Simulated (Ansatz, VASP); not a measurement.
PbS in VASP and in Ansatz

INCAR

```
ALGO = Normal
EDIFF = 1E-6
ENCUT = 520
GGA = PE
ISIF = 2
ISMEAR = 1
LASPH = True
LCHARG = False
LREAL = False
LWAVE = False
NBANDS = 17
NELM = 60
PREC = Accurate
SIGMA = 0.06802846561497
```

The input KPOINTS:

```
k-points
0
Gamma
  6 6 4
```

Contents of POSCAR:

```
PbS
1.0
    4.0896976867      0.0000000000      0.0000000000
   -2.0448488433      3.5417820905      0.0000000000
    0.0000000000      0.0000000000      3.7881670000
Pb S
1 1
Direct
    0.8130000000      0.3900000000      0.1880000000
    1.4796666667      0.7233333333      0.6880000000
```

Input for Ansatz:

```yaml
crystal:
  lattice:
    - [4.0896976867, 0.0, 0.0]
    - [-2.0448488433, 3.5417820905, 0.0]
    - [0.0, 0.0, 3.788167]
  atoms:
    - { symbol: Pb, position: [0.813, 0.39, 0.188] }
    - { symbol: S, position: [1.4796666667, 0.7233333333, 0.688] }
basis:
  ecutwfc: "41 Ry"
kpoints:
  mp_grid: { grid: [6, 6, 4] }
hamiltonian:
  xc: pbe
scf:
  occupations: { method: methfessel_paxton, width: "0.005 Ry" }
  mixing: { preconditioner: none, globalisation: backtrack }
  initial_density: { chi_scale: 0, normalization: atom }
  convergence: { dr2_threshold: "1e-4 eV" }
  max_iter: 76
output:
  forces: true
  stress: true
  eigenvalues: true
```

Alike in both runs: task single point; functional PBE; k mesh 6 × 6 × 4; no spin polarisation.

|  | VASP | Ansatz |
| --- | --- | --- |
| version | VASP 6.6.1 | Ansatz 0.2.0 |
| potentials or method | VASP PAW PBE potentials, release 64 (Pb_d, S) | scalar-relativistic, plane waves, PAW |
| plane-wave cutoff (eV) | 520 | 558 |
| occupations | methfessel-paxton of order 1, width 0.0680285 eV | methfessel-paxton of order 1 |
| valence electrons in the cell | 20 | 20 |

VASP gave:

- gap on the k mesh at the Fermi level (eV): none
- pressure (GPa): -0.5
- largest component of the traceless stress (GPa): 0.67

Task: Estimate Ansatz's values.

Result: gap on the k mesh at the Fermi level (eV): none; pressure (GPa): -0.4; largest component of the traceless stress (GPa): 0.68.

A gap of «none» marks a metal or a gap that the smearing closes. Ansatz warned: «force_scf_threshold_loose».

Caveats: the k mesh is coarse (spacing up to 0.41 Å⁻¹), so the values aren't converged. The runs have no spin-orbit coupling, so splittings on Pb are missing.
